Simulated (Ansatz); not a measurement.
**Silicon, bcc under PBEsol: ground state and equation of state**

What does PBEsol give for silicon in the bcc structure? We relax it, solve it on a dense k-mesh, then scale the cell to 7 volumes from 88 to 112 % of the relaxed one and try a fit of the equation of state. Spin polarisation is left out. The k-meshes are 14×14×14 for the relaxation; 24×24×24 for the dense run; 16×16×16 for the volumes.

This is Si in the bcc structure; at room conditions it is diamond.

Computed with Ansatz 0.2.0 (DFT PBEsol, plane waves (420 eV) with PAW, scalar-relativistic; PBE-made PAW files, unless a step says otherwise).

## (1) The structure to begin with

The structure is cubic, space group Im-3m (No. 229). The conventional cell has a = 3.108 Å, b = 3.108 Å, c = 3.108 Å, α = 90.00°, β = 90.00°, γ = 90.00°. Si (site symmetry m-3m) has 8 Si at 2.69 Å as nearest neighbours.

Coordinates:

```xyz
1
Lattice="-1.5541 1.5541 1.5541 1.5541 -1.5541 1.5541 1.5541 1.5541 -1.5541" Properties=species:S:1:pos:R:3 pbc="T T T"
Si    0.0000    0.0000    0.0000
```

## (2) Relaxing cell and atoms

The input, input.yaml:

```yaml
crystal:
  lattice:
    - [-1.5541499093, 1.5541499093, 1.5541499093]
    - [1.5541499093, -1.5541499093, 1.5541499093]
    - [1.5541499093, 1.5541499093, -1.5541499093]
  atoms:
    - { symbol: Si, position: [0.0, 0.0, 0.0] }
hamiltonian:
  xc: pbesol
  pseudopotentials:
    kind: paw
    azcp:
      Si: "pseudopotentials/Si.paw.azcp"
basis:
  ecutwfc: 420
  fft_grid_basis: typed
kpoints:
  mp_grid: { grid: [14, 14, 14], shift: [0, 0, 0] }
magnetization:
  spin_polarized: false
scf:
  occupations: { method: fermi_dirac, width: 0.1 }
relax:
  max_steps: 60
  f_tol: 0.01
  cell: {}
```

Further steps of the session: Single point on a dense mesh; At 88 % of the relaxed volume; At 92 % of the relaxed volume; At 96 % of the relaxed volume; At 100 % of the relaxed volume; At 104 % of the relaxed volume; At 108 % of the relaxed volume; At 112 % of the relaxed volume.

What does the calculation give? Wanted: space group; conventional cell; volume; shortest distance; gap on the mesh; relative to diamond; V₀, B₀, B₀′.

**Answer**, as computed:

| quantity | value |
| --- | --- |
| space group (spins left aside) | Im-3m (No. 229) |
| conventional cell | a = 3.054 Å |
| volume | 14.248 Å³/atom |
| shortest distance | 2.645 Å |
| gap on the mesh | none (levels filled in part) |
| relative to diamond | +394 meV/atom |
| V₀, B₀, B₀′ | 14.271 Å³/atom, 102 GPa, 4.1 |

From the guessed start the volume shrank by 5.1 % in 5 steps. It lies 394 meV/atom above the element's reference form at the same level (diamond, from a run of its own), so it is far from stable. Levels at the Fermi energy are filled in part, as in a metal. B₀ comes out at 102 GPa. The symmetry was held, so the structure may be unstable against distortions that break it.
